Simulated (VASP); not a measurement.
# SnS (Pnma) in VASP: single point with PBE+D3(BJ)

Aim: the single point of SnS with PBE+D3(BJ).

Program: VASP 6.6.1. These are calculated values, not measurements. Logs are shortened: lines on timing, memory, paths and dates and some standing lists are left out, and cuts for length are marked.

**Experimental background.**

From “Linear dichroism of the optical properties of SnS and SnSe van der Waals crystals”, 2024, arxiv:2409.17412, for a bulk crystal of SnS at 300 K: band gap 1.09 eV (indirect).

The runs below are set against these values where they give the same quantity.

**1. The structure**

Symmetry: Pnma, No. 62, orthorhombic system. The conventional cell has a = 11.192 Å, b = 4.003 Å, c = 4.255 Å, α = 90.00°, β = 90.00°, γ = 90.00°. Sn (site symmetry m) has 3 S at 2.64 to 2.68 Å as nearest neighbours. S (site symmetry m) is surrounded by 3 Sn at 2.64 to 2.68 Å.

**2. Single point, PBE+D3(BJ)**

File INCAR:

```
ALGO     = Fast           # electronic algorithm
EDIFF    = 1E-7           # SCF threshold, eV
ENCUT    = 520            # plane-wave cutoff, eV
GGA      = PE             # functional
ISIF     = 2              # what is computed and relaxed
ISMEAR   = -1             # smearing method
IVDW     = 12             # dispersion correction
LASPH    = True           # aspherical terms in the spheres
LCHARG   = True           # write CHGCAR
LELF     = True           # ELF
LREAL    = False          # projectors in reciprocal space
LVHAR    = True         
LWAVE    = False          # write WAVECAR
NBANDS   = 50             # bands
NELM     = 100            # most SCF steps
PREC     = Accurate       # precision mode
SIGMA    = 0.02           # smearing width, eV
```

File KPOINTS:

```
k-points
0
Gamma
  2 6 6
```

File POSCAR:

```
SnS
1.0
   11.1924200451      0.0000000000      0.0000000000
    0.0000000000      4.0034842498      0.0000000000
    0.0000000000      0.0000000000      4.2553827389
Sn S
4 4
Direct
    0.1188062245      0.2500000000      0.1094060694
    0.3811937755      0.7500000000      0.6094060694
    0.6188062245      0.2500000000      0.3905939306
    0.8811937755      0.7500000000      0.8905939306
    0.8521793281      0.2500000000      0.4775580052
    0.6478206719      0.7500000000      0.9775580052
    0.3521793281      0.2500000000      0.0224419948
    0.1478206719      0.7500000000      0.5224419948
```

Potentials or basis: VASP PAW PBE potentials, release 64 (Sn_d, S).

On the command line:

```sh
$ cat potpaw_PBE.64/Sn_d/POTCAR potpaw_PBE.64/S/POTCAR > POTCAR
$ mpirun -np 1 vasp_std > vasp.out
```

OUTCAR:

```text
EDIFF = 1E-7
   ENCUT = 520
   GGA = PE
   ISIF = 2
   ISMEAR = -1
   IVDW = 12
   LASPH = True
   LREAL = False
   NELM = 100
   PREC = Accurate
 IVDW          = 12

 ion  position               nearest neighbor table
   1  0.119  0.250  0.109-   7 2.64   8 2.68   8 2.68   8 3.22   8 3.22   4 3.46   4 3.46
   2  0.381  0.750  0.609-   8 2.64   7 2.68   7 2.68   7 3.22   7 3.22   3 3.46   3 3.46
   3  0.619  0.250  0.391-   5 2.64   6 2.68   6 2.68   6 3.22   6 3.22   2 3.46   2 3.46
   4  0.881  0.750  0.891-   6 2.64   5 2.68   5 2.68   5 3.22   5 3.22   1 3.46   1 3.46
   5  0.852  0.250  0.478-   3 2.64   4 2.68   4 2.68   4 3.22   4 3.22
   6  0.648  0.750  0.978-   4 2.64   3 2.68   3 2.68   3 3.22   3 3.22
   7  0.352  0.250  0.022-   1 2.64   2 2.68   2 2.68   2 3.22   2 3.22
   8  0.148  0.750  0.522-   2 2.64   1 2.68   1 2.68   1 3.22   1 3.22

  LATTYP: Found a simple orthorhombic cell.
 ALAT       =     4.0034842498
 B/A-ratio  =     1.0629198152
 C/A-ratio  =     2.7956698083

  Lattice vectors:

 A1 = (   0.0000000000,   4.0034842498,   0.0000000000)
 A2 = (   0.0000000000,   0.0000000000,   4.2553827389)
 A3 = (  11.1924200451,   0.0000000000,   0.0000000000)

Analysis of symmetry for initial positions (statically):
=====================================================================
 Subroutine PRICEL returns:
 Original cell was already a primitive cell.

 Routine SETGRP: Setting up the symmetry group for a
 simple orthorhombic supercell.

 Subroutine GETGRP returns: Found  8 space group operations
 (whereof  2 operations were pure point group operations)
 out of a pool of  8 trial point group operations.

The static configuration has the point symmetry S_2 .
 The point group associated with its full space group is D_2h.

Analysis of symmetry for dynamics (positions and initial velocities):
=====================================================================
 Subroutine PRICEL returns:
 Original cell was already a primitive cell.

 Routine SETGRP: Setting up the symmetry group for a
 simple orthorhombic supercell.

 Subroutine GETGRP returns: Found  8 space group operations
 (whereof  2 operations were pure point group operations)
 out of a pool of  8 trial point group operations.

The dynamic configuration has the point symmetry S_2 .
 The point group associated with its full space group is D_2h.

 Subroutine INISYM returns: Found  8 space group operations
[... 114 lines left out ...]
   NFREE  =      0    steps in history (QN), initial steepest desc. (CG)
   ISIF   =      2    stress and relaxation
   ISYM   =      2    0-nonsym 1-usesym 2-fastsym
   POTIM  = 0.5000    time-step for ionic-motion
   TEBEG  =    0.0;   TEEND  =   0.0 temperature during run
   PSTRESS=    0.0 pullay stress
   NELECT =      80.0000    total number of electrons
   NUPDOWN=      -1.0000    fix difference up-down
   EMIN   =  10.00;   EMAX   =-10.00  energy-range for DOS
   EFERMI =   0.00;   METHOD = LEGACY
   ISMEAR =    -1;   SIGMA  =   0.02  broadening in eV -4-tet -1-fermi 0-gaus
   EFERMI_NEDOS =   21; number of points for ismear=-14 and -15
   IALGO  =     68    algorithm
   IMIX   =      4    mixing-type and parameters
     AMIX     =   0.40;   BMIX     =  1.00
     AMIX_MAG =   1.60;   BMIX_MAG =  1.00
  volume/ion in A,a.u.               =      23.83       160.84
  Fermi-wavevector in a.u.,A,eV,Ry     =   1.225569  2.315990 20.436228  1.502020
  Thomas-Fermi vector in A             =   2.360602
   LORBIT       =      0    0 simple, 1 ext, 2 COOP (PROOUT), +10 PAW based schemes
   GGA     = PE    functional components
   LHFCALC =     F    Hartree Fock is set to
   AEXX    =    0.0000 exact exchange contribution
   IVDW    =    12    specifies the selected vdW correction
   LEPSILON=     F    determine dielectric tensor
   LRPA    =     F    only Hartree local field effects (RPA)
 non-spin polarized calculation
 RMM-DIIS sequential band-by-band and
  energy-cutoff  :      520.00
  volume of cell :      190.68
 maximum number of plane-waves:      5188
 NGX is ok and might be reduce to    84
   NGX = 41   NGY = 15   NGZ = 15

 number of electron      80.0000066 magnetization

 Free energy of the ion-electron system (eV)
  ---------------------------------------------------
  ext. energy  EPLUGINS =         0.00000000
  ---------------------------------------------------
  free energy    TOTEN  =       -35.34642621 eV

  energy without entropy =      -35.34642621  energy(sigma->0) =      -35.34642621

 E-fermi :   6.7636     XC(G=0):  -9.9299

 val. band max:        6.3715002877   @ k =   0.5000   0.0000   0.5000
 cond. band min:       7.1503832031   @ k =   0.0000   0.3333   0.0000
 fundamental gap:      0.7788829155
 Fermi energy:         6.7636150942

 k-point     1 :       0.0000    0.0000    0.0000
  band No.  band energies     occupation
      1     -14.9280      2.00000
      2     -14.9121      2.00000
      3     -14.9079      2.00000
      4     -14.9033      2.00000
      5     -14.8972      2.00000
      6     -14.8922      2.00000
[... 1261 lines left out ...]
     49      12.1908      0.00000
     50      12.1908      0.00000

 [... further k-points ...]

------------------------ aborting loop because EDIFF is reached ----------------------------------------

 Edisp (eV)   -2.76853

 E8    (eV) :    -1.1992

  FORCE on cell =-STRESS in cart. coord.  units (eV):
  Direction    XX          YY          ZZ          XY          YZ          ZX
  --------------------------------------------------------------------------------------
  -------------------------------------------------------------------------------------
  Total      -0.08480    -0.06007    -0.02236     0.00000     0.00000     0.00000
  in kB      -0.71251    -0.50474    -0.18789     0.00000     0.00000     0.00000
  external pressure =       -0.47 kB  Pullay stress =        0.00 kB

 VOLUME and BASIS-vectors are now :
 -----------------------------------------------------------------------------
  energy-cutoff  :      520.00
  volume of cell :      190.68
      direct lattice vectors                 reciprocal lattice vectors
    11.192420045  0.000000000  0.000000000     0.089346182  0.000000000  0.000000000
     0.000000000  4.003484250  0.000000000     0.000000000  0.249782424  0.000000000
     0.000000000  0.000000000  4.255382739     0.000000000  0.000000000  0.234996488

 POSITION                                       TOTAL-FORCE (eV/Angst)
 -----------------------------------------------------------------------------------
      1.32973      1.00087      0.46556        -0.001762     -0.000000     -0.005822
      4.26648      3.00261      2.59326         0.001762     -0.000000     -0.005822
      6.92594      1.00087      1.66213        -0.001762      0.000000      0.005822
      9.86269      3.00261      3.78982         0.001762      0.000000      0.005822
      9.53795      1.00087      2.03219         0.002330      0.000000     -0.005238
      7.25068      3.00261      4.15988        -0.002330     -0.000000     -0.005238
      3.94174      1.00087      0.09550         0.002330     -0.000000      0.005238
      1.65447      3.00261      2.22319        -0.002330     -0.000000      0.005238
 -----------------------------------------------------------------------------------
    total drift:                               -0.000000     -0.000000     -0.000000

  FREE ENERGIE OF THE ION-ELECTRON SYSTEM (eV)
  ---------------------------------------------------
  free  energy   TOTEN  =       -38.1149549521 eV

  energy  without entropy=      -38.1149549519  energy(sigma->0) =      -38.11495495
```

Wall time 3.3 min (1 thread of Intel Xeon 6975P-C (Granite Rapids), shared host); peak memory 0.4 GiB.

What came out:

```yaml
Free_energy: -38.1150 eV
Pressure: 0.0 GPa
Largest_force: 0.006 eV/Å
Band_gap_on_the_k_mesh: 0.78 eV, indirect (least direct gap 0.86 eV)
Dispersion_energy_per_atom: -0.346 eV
```

Forces on the atoms (eV/Å):
```
Sn  -0.002  0.000 -0.006
Sn   0.002  0.000 -0.006
Sn  -0.002  0.000  0.006
Sn   0.002  0.000  0.006
S    0.002  0.000 -0.005
S   -0.002  0.000 -0.005
S    0.002  0.000  0.005
S   -0.002  0.000  0.005
```

Levels at points of the mesh, in eV from the valence-band top:
```tsv
k point	band 38	band 39	band 40	band 41	band 42	band 43
(0.00, 0.00, 0.00)	-1.28	-0.75	-0.59	0.82	3.08	3.11
(0.50, 0.00, 0.00)	-2.17	-0.64	-0.64	2.67	2.67	2.84
(0.00, 0.50, 0.00)	-1.00	-0.77	-0.77	1.25	1.25	1.75
(0.50, 0.50, 0.00)	-0.96	-0.96	-0.96	1.67	1.67	1.67
(0.00, 0.00, 0.50)	-0.92	-0.06	-0.06	1.50	1.50	1.93
(0.50, 0.00, 0.50)	-0.71	0.00	0.00	1.42	1.42	1.88
(0.00, 0.50, 0.50)	-2.45	-1.54	-1.54	2.79	2.79	3.02
(0.50, 0.50, 0.50)	-1.71	-1.71	-1.71	2.62	2.62	2.62
```

Caveat: spin-orbit coupling is left out, which moves the levels of the heavy elements.

**3. How close it comes**

Step 2. A measured gap of SnS is 1.09 eV (indirect; 300 K; “Linear dichroism of the optical properties of SnS and SnSe van der Waals crystals”, 2024, arxiv:2409.17412); the calculated 0.78 eV misses it by -0.31 eV. 2 values of this kind are on record (1.09 to 1.16 eV); this one was drawn at random. Spin-orbit coupling on Sn is left out. The value is that of PBE+D3(BJ) on a finite k mesh, which can miss the band edges, without temperature or zero-point motion. Semilocal functionals fall short of measured gaps as a rule.
